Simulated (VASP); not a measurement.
**TiSi under changes of volume**

One of the cells (14.922 Å³/atom); the others are scaled copies at fixed shape and fractional positions:

```xyz
2
Lattice="1.8282 -2.1316 0.0000 1.8282 2.1316 0.0000 0.0000 0.0000 3.8291" Properties=species:S:1:pos:R:3 pbc="T T T"
Ti    1.8282    0.0000    0.0000
Si    0.0000    0.0000    1.9146
```

The cell comes from a database or a generator and needn't be the stable form of this composition.

| Item | Value |
| --- | --- |
| Program | VASP 6.6.1 |
| Functional | PBEsol |
| Potentials or basis | VASP PAW PBE potentials, release 64 (Ti_sv, Si) |
| Cutoff | 520 eV |
| k mesh | 10 × 10 × 7 |
| Occupations | fermi-dirac, width 0.05 eV |
| Spin | no spin polarisation |

```csv
volume (Å³/atom),energy over the lowest point (meV/atom),pressure (GPa)
13.752,?,?
14.045,0.04,1.5
14.337,0.00,-1.5
14.922,15.23,-6.7
15.215,29.52,-9.0
15.508,47.69,-11.0
```

Q: What does the run at 13.752 Å³/atom give?

A: Energy over the lowest point 5.84 meV/atom; pressure 4.8 GPa.

Worked out: A Birch-Murnaghan fit of order 3 (a polynomial in V^(-2/3)) to the other rows has its minimum at 14.19 Å³/atom with B0 = V·E''(V) = 148 GPa and B' = 4.1 at fixed shape and positions, which overstates the stiffness. It gives 5.95 meV/atom at 13.752 Å³/atom, against the run's 5.84, and -dE/dV = 5.0 GPa, against 4.8.

Energies are extrapolated to zero smearing.

Caveats: the PAW data sets were made with another functional, which shifts forces and pressure a little.
